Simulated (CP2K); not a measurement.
Runs of CP2K 2026.2 on Al2Pt. The structure is cubic, space group Fm-3m (No. 225). The conventional cell has a = 5.910 Å, b = 5.910 Å, c = 5.910 Å, α = 90.00°, β = 90.00°, γ = 90.00°. Pt (site symmetry m-3m) is surrounded by 8 Al at 2.56 Å. Around Al (site symmetry -43m) lie 4 Pt at 2.56 Å. 

```csv
task,level,potentials or basis,cell,smearing,EPS_DEFAULT,NGRIDS,CUTOFF of the grids,points a segment of the path (NPOINTS),bands added on the path,gap on the mesh (eV),pressure (GPa)
single point,PBEsol,"POTENTIAL_UZH Pt GTH-PBE-q18, Al GTH-PBE-q3; TZVP-MOLOPT-PBE-GTH basis",as given,fermi-dirac 0.05 eV,1.0E-10,4,450 Ry,-,-,none,0.4
band structure,PBEsol,"POTENTIAL_UZH Pt GTH-PBE-q18, Al GTH-PBE-q3; TZVP-MOLOPT-PBE-GTH basis",as given,fermi-dirac 0.1 eV,1.0E-9,4,450 Ry,6,6,none,0.5
single point,PBEsol,"POTENTIAL_UZH Pt GTH-PBE-q18, Al GTH-PBE-q3; TZVP-MOLOPT-PBE-GTH basis","atoms moved at random, drawn with an rms of 0.05 Å",fermi-dirac 0.05 eV,1.0E-10,5,450 Ry,-,-,none,0.7
band structure,LDA,"GTH_POTENTIALS Pt GTH-PADE-q18, Al GTH-PADE-q3; TZVP-MOLOPT-PBE-GTH basis",as given,fermi-dirac 0.01 eV,1.0E-9,5,450 Ry,6,2,none,(a)
band structure,r2SCAN,"POTENTIAL_UZH Pt GTH-SCAN-q18, Al GTH-SCAN-q3; TZVP-MOLOPT-SCAN-GTH basis",as given,fermi-dirac 0.0259 eV,1.0E-10,4,675 Ry,6,4,none,-0.3
```

Alike in all rows: no spin polarisation; k mesh 8 × 8 × 8.

Task: Estimate the missing entries.

Result: (a) -9.4.

Caveats: the basis of atomic orbitals isn't converged, which shifts pressures, moduli and gaps; the potentials were made for another functional, which shifts forces and pressure (some runs); spin-orbit coupling is left out, which moves the levels of the heavy elements (some runs).

A k mesh can miss the band edges, and the runs leave out spin-orbit coupling on Pt.

A gap of «none» marks a metal or a gap under the smearing width.
